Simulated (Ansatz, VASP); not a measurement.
**One calculation of Ir, two programs**

INCAR

```
  PREC = Accurate
  ENCUT = 520
  EDIFF = 1E-6
  ISMEAR = 0
  SIGMA = 0.1
  LREAL = F
  LASPH = T
  NELM = 100
  ALGO = Fast
  ISIF = 2
  LWAVE = F
  LCHARG = F
  GGA = PE
  NBANDS = 10
```

File KPOINTS:

```
Automatic mesh
0
Gamma
  8 8 8
```

File POSCAR:

```
Ir
1.0
    0.0000000000      1.9156000000      1.9156000000
    1.9156000000      0.0000000000      1.9156000000
    1.9156000000      1.9156000000      0.0000000000
Ir
1
Direct
    0.0000000000      0.0000000000      0.0000000000
```

Input for Ansatz:

```yaml
crystal:
  lattice:
    - [0.0, 1.9156, 1.9156]
    - [1.9156, 0.0, 1.9156]
    - [1.9156, 1.9156, 0.0]
  atoms:
    - { symbol: Ir, position: [0.0, 0.0, 0.0] }
basis:
  ecutwfc: 420
kpoints:
  mp_grid: { grid: [8, 8, 8] }
hamiltonian:
  xc: pbe
scf:
  occupations: { method: gaussian, width: 0.1 }
output:
  forces: true
  stress: true
  eigenvalues: true
```

Alike in both runs: task single point; functional PBE; k mesh 8 × 8 × 8; occupations gaussian, width 0.1 eV; no spin polarisation.

|  | VASP | Ansatz |
| --- | --- | --- |
| version | VASP 6.6.1 | Ansatz 0.2.0 |
| potentials or method | VASP PAW PBE potentials, release 64 (Ir) | scalar-relativistic, plane waves, PAW |
| plane-wave cutoff (eV) | 520 | 420 |
| valence electrons in the cell | 9 | 17 |

Ansatz gave:

- gap on the k mesh at the Fermi level (eV): none
- pressure (GPa): 13.0

Q: Which values does VASP return?

A: gap on the k mesh at the Fermi level (eV): none; pressure (GPa): 13.5.

A gap of «none» marks a metal or a gap that the smearing closes. The two sets of potentials don't hold the same shells in valence.

Spin-orbit coupling is left out, which matters for the levels of Ir.
